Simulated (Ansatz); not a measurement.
Space group Fm-3m (No. 225). a = 3.940 Å, b = 3.940 Å, c = 3.940 Å, α = 90.00°, β = 90.00°, γ = 90.00°
| atom | site | symmetry | x | y | z |
| --- | --- | --- | --- | --- | --- |
| Pt | 4a | m-3m | 0.0000 | 0.0000 | 0.0000 |

Equation of state of this Pt structure (not necessarily the ground state), with shape and atoms relaxed at each volume where symmetry leaves them free. It has no gap at any of these volumes. The calculation used DFT r2SCAN, scalar-relativistic, plane waves, PAW (Ansatz 0.2.0).

Settings: cutoff 500 eV, Γ-centred mesh 18×18×18 on the computed 1-atom cell, Gaussian smearing of 0.10 eV; no spin polarisation.

```
V (Å³/atom) E − E(largest V) (meV/atom) P (GPa)
     14.375                        11.26    19.86
     14.834                       -29.31     8.98
     15.293                       -41.54     0.00
     15.752                       -30.37    -7.40
     16.211                         0.00   -13.45
```

Problem. Fit a third-order Birch–Murnaghan equation to E(V).

Solution. V0 = 15.29 Å³/atom, B0 = 272 GPa, B0' = 5.5.

Spin-orbit coupling is left out, which matters for the bands of heavy elements.